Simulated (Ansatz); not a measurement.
## TiH in Ansatz: convergence with k mesh

TiH:

```
CELL_PARAMETERS angstrom
2.87758 0.00000 0.00000
-1.43879 2.49206 0.00000
0.00000 0.00000 5.26329
ATOMIC_POSITIONS crystal
Ti 0.00000 0.00000 0.50000
Ti 0.00000 0.00000 0.00000
H 0.33333 0.66667 0.25000
H 0.66667 0.33333 0.75000
```

The cell comes from a database or a generator and needn't be the stable form of this composition.

```yaml
Program: Ansatz 0.2.0
Task: convergence study
Functional: PBEsol
Potentials_or_basis: Ansatz PAW
Cutoff: "420 eV (not typed: the program's choice for these potentials)"
k_mesh: 3 × 3 × 2
Occupations: cold, width 0.1 eV
Spin: no spin polarisation
Hubbard_terms: Ti d U = 4 eV
```

These are the settings of the first run; the series varies k mesh, with any setting tied to it.

Hardware: 2 threads of Arm Neoverse V2, on a shared host.

| k mesh | energy less the tightest run, at zero smearing (meV/atom) | pressure (GPa) | SCF cycles | CPU time (s) | peak memory (GiB) |
| --- | --- | --- | --- | --- | --- |
| 3 × 3 × 2 | 27.51 | 2.70 | 8 | 1 | 0.26 |
| 4 × 4 × 2 | 92.94 | 1.99 | 8 | 1.1 | 0.26 |
| 5 × 5 × 3 | 8.66 | 3.17 | 9 | 1.3 | 0.26 |
| 6 × 6 × 3 | -19.29 | 3.01 | 8 | 1.4 | 0.27 |
| 8 × 8 × 4 | 7.76 | 3.91 | 9 | 2.4 | 0.3 |
| 10 × 10 × 5 | -7.11 | 3.05 | 8 | 2.7 | 0.32 |
| 12 × 12 × 6 | 1.42 | 3.90 | 8 | 5.1 | 0.35 |
| 15 × 15 × 7 | -3.95 | 3.08 | 8 | 6.3 | 0.38 |
| 17 × 17 × 8 | 0.00 | 3.69 | 8 | 9.2 | 0.43 |

Not settled before the last step: the energy (to 1 meV/atom), the pressure (to 0.1 GPa). Meshes of other sizes hit other points, so gaps and Fermi surfaces needn't settle smoothly. The tightest run that finished is the yardstick and may itself not be fully converged.

Caveat, for the tightest run too: U without spin polarisation on a metal has little footing; the PAW data sets come from PBE, with cores solved anew for the run's functional, which leaves a small shift of forces and pressure; the U is typed as a test and isn't derived for this compound.
